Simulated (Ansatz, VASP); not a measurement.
Se: VASP beside Ansatz

```
Se
1.0
     4.40986    0.00000    0.00000
    -2.20493    3.81905    0.00000
     0.00000    0.00000    4.95360
Se
3
Direct
  0.22540 0.00000 0.33333
  0.00000 0.22540 0.66667
  0.77460 0.77460 0.00000
```

Change from the starting cell: equal xx and yy strain of +1 %.

Alike in both runs: task single point; functional PBEsol; k mesh 6 × 6 × 5; occupations fermi-dirac, width 0.03 eV; no spin polarisation.

|  | VASP | Ansatz |
| --- | --- | --- |
| version | VASP 6.6.1 | Ansatz 0.2.0 |
| potentials or method | VASP PAW PBE potentials, release 64 (Se), cutoff 520 eV | all-electron LAPW, scalar-relativistic |

|  | VASP | Ansatz | Ansatz less VASP |
| --- | --- | --- | --- |
| gap on the k mesh at the Fermi level (eV) | 1.23 | 1.24 | +0.007 |
| pressure (GPa) | -0.5 | -0.7 | -0.18 |
| largest component of the traceless stress (GPa) | 0.84 | 0.77 | -0.069 |
| rms of the force components (eV/Å) | 0.079 | 0.052 | -0.0274 |

Atom by atom the forces differ by 0.027 eV/Å (rms over components). Ansatz ran all-electron here, so the differences hold the error of VASP's frozen core and of both bases.

Caveats: the PAW data sets were made with another functional, which shifts forces and pressure a little (VASP); an odd mesh through Γ misses points on the zone boundary, where band edges often lie.
